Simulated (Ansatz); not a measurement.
Crystal: CsPbBr3.

```xyz
5
Lattice="5.8700 0.0000 0.0000 0.0000 5.8700 0.0000 0.0000 0.0000 5.8700" Properties=species:S:1:pos:R:3 pbc="T T T"
Pb    2.9350    2.9350    2.9350
Cs    0.0000    0.0000    0.0000
Br    2.9350    2.9350    0.0000
Br    2.9350    0.0000    2.9350
Br    0.0000    2.9350    2.9350
```

Measurements of this composition are mostly on another form, of space group No. 62.

A run of Ansatz 0.2.0 on this cell left the log below. Logs are shortened: lines on timing, memory, paths and dates and some standing lists are left out, and cuts for length are marked.

```text
Warning: RAYON_NUM_THREADS=2 ignored (pool sized by the plan → 2); use --threads N
Engine: ansatz 0.2.0, x86_64-unknown-linux-gnu
Pseudopotentials: kind: paw
Pseudopotential: Pb, paw, valence charge 14, recommended cutoff 420 eV (normal), Pb.paw.azcp
Pseudopotential: Cs, paw, valence charge 9, recommended cutoff 420 eV (normal), Cs.paw.azcp
Pseudopotential: Br, paw, valence charge 7, recommended cutoff 420 eV (normal), Br.paw.azcp
Functional definition: PBE
  parameter kappa = 0.804
  parameter beta = 0.06672455060314922
  exchange = pbe_x(kappa = kappa, mu = beta*pi^2/3)
  correlation = pbe_c(beta = beta)
Crystal: 5 atoms, lattice volume = 202.262 Å³
Basis set: ecut = 420 eV, 3911 PW (Γ), exchange–correlation on 80×80×80 points (8 copies of the dense FFT grid, shifted against one another)
Bands: 27, of which v1, the nominal top of the filled ones, is band 22 counted from 1 (21 counted from 0)
Symmetry: 48 space group operations
k-points: 18 of 64 (irreducible under 8 space group operations, time reversal used)
Non-local potential: Pb, projectors of the file, l = 0: 2, l = 1: 2, l = 2: 2, l = 3: 2
Non-local potential: Cs, projectors of the file, l = 0: 3, l = 1: 2, l = 2: 2, l = 3: 2
Non-local potential: Br, projectors of the file, l = 0: 2, l = 1: 2, l = 2: 2
PAW form: soft (Blöchl's): semilocal exchange-correlation on the pseudo side does not see the compensation charge
PAW one-centre angular grid: Pb, 590 points (default); XC on 64 Gauss nodes
PAW one-centre angular grid: Cs, 194 points (default); XC on 64 Gauss nodes
PAW one-centre angular grid: Br, 110 points (default); XC on 64 Gauss nodes
Initial density: superposition of atomic densities (neutral atoms: chi_scale 0, normalization atom), corrected by the library's trained network
Initial wavefunctions: pseudopotential atomic-orbital guess
Functional: x = pbe(κ = 0.804, μ = 0.2195149727645171), c = pbe(β = 0.06672455060314922)
SCF iter   1: F=—  HF=-25933.184775 eV  |F-HF|=—  |Δ(HF+E_count)|=         —  Δρ=6.02e-4  dr2=1.05e-3  ethr=1.77e-3  ⟨swp⟩=5.2  Hψ=2052  notcnv=0  defer=41
[... 30 lines left out ...]
Fermi energy:    3.846986 eV
--- Per-component energies (eV) ---
  E_band       = -240.183142
  E_kinetic    = 830.306059
  E_local      = -2659.732837  (includes V_loc(G=0)·N_el)
  E_nonlocal   = 591.208243
  E_hartree    = 977.173977
  E_xc         = -1190.066316
  E_vxc        = -571.117465  (∫ρ·V_xc dr)
  E_paw        = -22209.328111  (= ΣΔE_a)
  E_vpaw       = -385.195083  (= ΣTr[D̂ρ^β])
  E_aug_tail   = 0.000048  (compensation charges beyond the density's cutoff)
  E_ewald      = -2272.745672
  E_smearing   = -0.000000  (= −TS)
  E_closure    = 0.000000  (closes the sum)
  Σ components = -25933.184610   (vs F -25933.184610, Δ=0.00e0)
--- Band table (eV; the first three rows and the last of 18) ---
  k-point 0: bands = ["-17.6506", "-13.0663", "-13.0663", "-12.9039", "-12.9039", "-12.9039", "-10.9932", "-10.2704", "-10.2704", "-4.4484", "-4.4484", "-4.4484", "-3.1395", "-0.5177", "-0.5177", "-0.5177", "1.6562", "1.6562", "1.6562", "1.7758", "1.7758", "1.7758", "6.8312", "7.9185", "7.9185", "8.6734", "8.6734"]
  k-point 1: bands = ["-17.6501", "-13.0662", "-13.0348", "-12.9044", "-12.9044", "-12.9039", "-10.9240", "-10.3975", "-10.2695", "-4.4423", "-4.4420", "-4.4420", "-3.5947", "-0.4723", "-0.4723", "0.4286", "1.5897", "1.5897", "1.5899", "1.7160", "1.7160", "1.8054", "7.3999", "8.1353", "8.3165", "8.3627", "8.8722"]
  k-point 2: bands = ["-17.6496", "-13.0662", "-13.0024", "-12.9050", "-12.9050", "-12.9039", "-10.7778", "-10.6028", "-10.2686", "-4.4366", "-4.4357", "-4.4357", "-3.9048", "-0.4237", "-0.4237", "1.0034", "1.5113", "1.5113", "1.5267", "1.6671", "1.6671", "2.3987", "6.4106", "8.2742", "8.8894", "8.9395", "9.1471"]
  k-point 17: bands = ["-17.6479", "-12.9638", "-12.9638", "-12.9060", "-12.9060", "-12.9060", "-10.5995", "-10.5995", "-10.5995", "-5.1591", "-4.4827", "-4.4827", "-4.4827", "0.9467", "0.9467", "0.9467", "1.5560", "1.5560", "2.1449", "2.1449", "2.1449", "3.8470", "5.3693", "5.3693", "5.3693", "8.3238", "9.0011"]
--- Dielectric response (ions clamped): 3 representative field directions + reference, inside a basis on a mesh of 512 k-points (Σ response iterations 15) ---
  ε∞ (high-frequency dielectric tensor):
        4.715580     0.000000     0.000000
        0.000000     4.715580     0.000000
        0.000000     0.000000     4.715580
  Born effective charges Z* (e; rows j = field, columns β = displacement):
    site 0:
         4.28642    0.00000    0.00000
        -0.00000    4.28642   -0.00000
         0.00000    0.00000    4.28642
    site 1:
         1.33356    0.00000   -0.00000
         0.00000    1.33356   -0.00000
        -0.00000    0.00000    1.33356
    site 2:
        -0.73522   -0.00000   -0.00000
         0.00000   -0.73522   -0.00000
        -0.00000    0.00000   -4.14954
    site 3:
        -0.73522   -0.00000   -0.00000
         0.00000   -4.14954   -0.00000
        -0.00000    0.00000   -0.73522
    site 4:
        -4.14954    0.00000    0.00000
         0.00000   -0.73522    0.00000
        -0.00000    0.00000   -0.73522
  Z* charge neutrality: 1.084e-2 e pre-enforcement
  solved inside a basis spanned on kpoints, on 8×8×8 k-points transformed towards the longest dipole, which do not settle them: ε∞ is read to err by 4.9e-2, Z* by 1.5e-1 e (field_mesh: kpoints solves on kpoints); Z* is corrected for what the basis lacks
```

Question: What input gives this log?

Answer: Born charges with PBE, no spin polarisation. The files as run (others can give the same):

input.yaml
```yaml
crystal:
  lattice:
    - [5.87, 0.0, 0.0]
    - [0.0, 5.87, 0.0]
    - [0.0, 0.0, 5.87]
  atoms:
    - { symbol: Pb, position: [0.5, 0.5, 0.5] }
    - { symbol: Cs, position: [0.0, 0.0, 0.0] }
    - { symbol: Br, position: [0.5, 0.5, 0.0] }
    - { symbol: Br, position: [0.5, 0.0, 0.5] }
    - { symbol: Br, position: [0.0, 0.5, 0.5] }
hamiltonian:
  xc: pbe
  pseudopotentials: { kind: paw }
kpoints:
  mp_grid: { grid: [4, 4, 4] }
scf:
  occupations: { method: fixed }
output:
  eigenvalues: true
dielectric:
  method: response
```

Potentials or basis: Ansatz PAW.
Launch:
```sh
$ ansatz run input.yaml --threads 2 --pin off --max-ram 5632MiB --backend cpu --events-out ev --progress --plain --runs-dir out
```

Caveat: spin-orbit coupling is left out, which as a rule narrows the gap of such compounds by several tenths of an eV.
